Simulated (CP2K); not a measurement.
## Hf under changes of volume

One of the cells (24.739 Å³/atom); the others are scaled copies at fixed shape and fractional positions:

```
Hf
1.0
     2.91381    0.00000    0.00000
     0.00000    2.91381    0.00000
     0.00000    0.00000    2.91381
Hf
1
Direct
  0.50000 0.50000 0.50000
```

The cell was built by a generator and needn't be a form met in nature.

| Item | Value |
| --- | --- |
| Program | CP2K 2026.2 |
| Functional | PBEsol |
| Potentials or basis | POTENTIAL_UZH Hf GTH-PBE-q12; TZVP-MOLOPT-PBE-GTH basis |
| Density cutoff | 6123 eV |
| k mesh | 9 × 9 × 9 |
| Occupations | fermi-dirac, width 0.05 eV |
| Spin | no spin polarisation |

| volume (Å³/atom) | energy over the lowest point (meV/atom) | pressure (GPa) |
| --- | --- | --- |
| 23.255 | ? | ? |
| 23.750 | 0.00 | 0.4 |
| 24.244 | 1.20 | -1.2 |
| 24.739 | 7.09 | -2.6 |
| 25.234 | 17.32 | -4.0 |
| 25.729 | 31.59 | -5.2 |
| 26.223 | 49.64 | -6.4 |

What does the run at 23.255 Å³/atom give?

Energy over the lowest point 3.71 meV/atom; pressure 2.1 GPa.

Worked out: A Birch-Murnaghan fit of order 3 (a polynomial in V^(-2/3)) to the other rows has its minimum at 23.87 Å³/atom with B0 = V·E''(V) = 77 GPa (rough, since the energies scatter). It gives 3.77 meV/atom at 23.255 Å³/atom, against the run's 3.71, and -dE/dV = 2.1 GPa, against 2.1.

Energies are extrapolated to zero smearing.

Caveats: the potentials were made for another functional, which shifts forces and pressure; the basis of atomic orbitals isn't converged, which shifts pressures, moduli and gaps.
